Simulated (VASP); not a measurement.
A run of VASP 6.6.1 is set up as follows.

File INCAR:

```
SYSTEM = NbAs
  PREC = Accurate
  ENCUT = 520
  EDIFF = 1E-6
  ISMEAR = 0
  SIGMA = 0.02
  LREAL = .FALSE.
  LASPH = .TRUE.
  NELM = 80
  ALGO = Fast
  ISIF = 2
  LWAVE = .FALSE.
  LCHARG = .TRUE.
  LELF = .TRUE.
```

KPOINTS

```
regular mesh
0
G
  11 11 11
  0 0 0
```

POSCAR

```
NbAs
1.0
   -1.7258500000      1.7258500000      5.8400000000
    1.7258500000     -1.7258500000      5.8400000000
    1.7258500000      1.7258500000     -5.8400000000
Nb As
2 2
Direct
    0.5000000000      0.0000000000      0.5000000000
    0.7500000000      0.7500000000      0.0000000000
    0.9160000000      0.4160000000      0.5000000000
    0.1660000000      0.1660000000      0.0000000000
```

Potentials or basis: VASP PAW LDA potentials, release 64 (Nb_sv, As).

The run is started by

```sh
$ cat potpaw_LDA.64/Nb_sv/POTCAR potpaw_LDA.64/As/POTCAR > POTCAR
$ mpirun -np 1 vasp_std > vasp.out
```

(1) Estimate the pressure.

(2) Estimate the band gap on the k mesh.

(3) What does it give for the largest force?

## Answers

(1) -5.2 GPa.

(2) 0.02 eV, indirect (least direct gap 0.06 eV).

(3) 0.282 eV/Å.

Caveat: an odd mesh through Γ misses points on the zone boundary, where band edges often lie.
